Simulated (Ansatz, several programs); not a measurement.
Zincblende HgS, relaxed with r2SCAN in Ansatz (plane waves, PAW): the symmetry is F-43m (No. 216, cubic); a = 5.930 Å in the conventional setting, 26.07 Å³ an atom. Hg is surrounded by 4 S at 2.57 Å; S is surrounded by 4 Hg at 2.57 Å. The cell was then scaled with its shape and fractional coordinates held. No spin polarisation and no zero-point or thermal motion.

| V (Å³/atom) | E (meV/atom) |
| --- | --- |
| 24.507 | 19.07 |
| 26.071 | 0.00 |
| 26.853 | 4.13 |
| 27.635 | 15.46 |

Q: Pass a cubic E = c₀ + c₁u + c₂u² + c₃u³, with u = V − 26.267 Å³, through these points.

A: c₀ = 0.28, c₁ = +2.776, c₂ = 6.765, c₃ = -0.4993 (meV and Å³).

Q: Where is the minimum, and what bulk modulus follows?

A: dE/du = 0 at u = -0.201, so V₀ = 26.07 Å³. B = V₀ d²E/dV² = 26.07 × (2c₂ + 6c₃u) = 26.07 × 14.131 = 368 meV/Å³, and 1 meV/Å³ is 0.16022 GPa: 59 GPa. A third-order Birch-Murnaghan fit to all five points gives 26.06 Å³ and 58 GPa.

Q: Predict the energy and the pressure at the withheld volume, 25.289 Å³.

A: With u = -0.978: E ≈ 4.50 meV and P = −dE/dV ≈ +1.90 GPa. The run gives 4.42 meV and, from its stress, +1.89 GPa.
